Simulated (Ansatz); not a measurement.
I need a Berry-phase polarisation of BaS, space group Fm-3m. Use the Ansatz DFT code, driven from Python. Settings (first run): PBE, PAW, cutoff 470 eV, 5×5×5 k-points, fixed occupations.

```yaml
crystal:
  lattice:
    - [0.00000, 3.19375, 3.19375]
    - [3.19375, 0.00000, 3.19375]
    - [3.19375, 3.19375, 0.00000]
  atoms:
    - { symbol: Ba, position: [0.00000, 0.00000, 0.00000] }
    - { symbol: S, position: [0.50000, 0.50000, 0.50000] }
```

The script, `berry_bas.py`:
```python
"""Berry-phase polarisation of BaS, and a Born charge from a small shift."""

import logging
import sys

import ansatz
import numpy as np

logging.basicConfig(stream=sys.stdout, format="%(levelname)s %(message)s")
logger = logging.getLogger("bas")
logger.setLevel(logging.INFO)

vectors = np.array([
    [0.0, 3.19375, 3.19375],
    [3.19375, 0.0, 3.19375],
    [3.19375, 3.19375, 0.0],
])
system = (
    ansatz.Lattice.of(vectors)
    .atom("Ba", [0.0, 0.0, 0.0])
    .atom("S", [0.5, 0.5, 0.5])
)

def polarisation(structure):
    return (
        structure.calculation()
        .functional("pbe")
        .basis(470)
        .kpoints(5, 5, 5)
        .occupations("fixed")
        .polarization()
        .run()
        .polarization()
    )


vectors = np.array(system.lattice.vectors)
shifted = system.move(1, to=np.array(system.sites[1].position) + 0.02 * np.linalg.inv(vectors)[2])
before, after = polarisation(system), polarisation(shifted)
for label, p in (("as typed", before), ("shifted", after)):
    print(label, "reduced polarisation:", [round(axis.reduced, 4) for axis in p.axes], "modulo", p.modulus)
# take the change on the nearest branch, then turn it into a dipole per cell
change = np.array([b.reduced - a.reduced for a, b in zip(before.axes, after.axes)])
change -= before.modulus * np.round(change / before.modulus)
dipole = change @ vectors
print("dipole change (e A):", np.round(dipole, 4) + 0.0)
print("column of the Born charge of", system.sites[1].symbol, "for a shift along z:", np.round(dipole / 0.02, 2) + 0.0)
```

```console
$ python berry_bas.py
as typed reduced polarisation: [3.0, 3.0, 3.0] modulo 2
shifted reduced polarisation: [2.9918, 2.9918, 3.0082] modulo 2
dipole change (e A): [ 0.      0.     -0.0522]
column of the Born charge of S for a shift along z: [ 0.    0.   -2.61]
```

Caveats:
- The starting cell is as deposited in a crystallographic database; the results hold for this polymorph, which needn't be the stable one.
- Polarisation is defined up to a quantum, so only the change along a continuous path has meaning.
- Run time: 5.5 s on 1 thread of Arm Neoverse V2 (shared host), peak memory 0.39 GiB.

(Lines on the test bed's own set-up are left out of the output.)
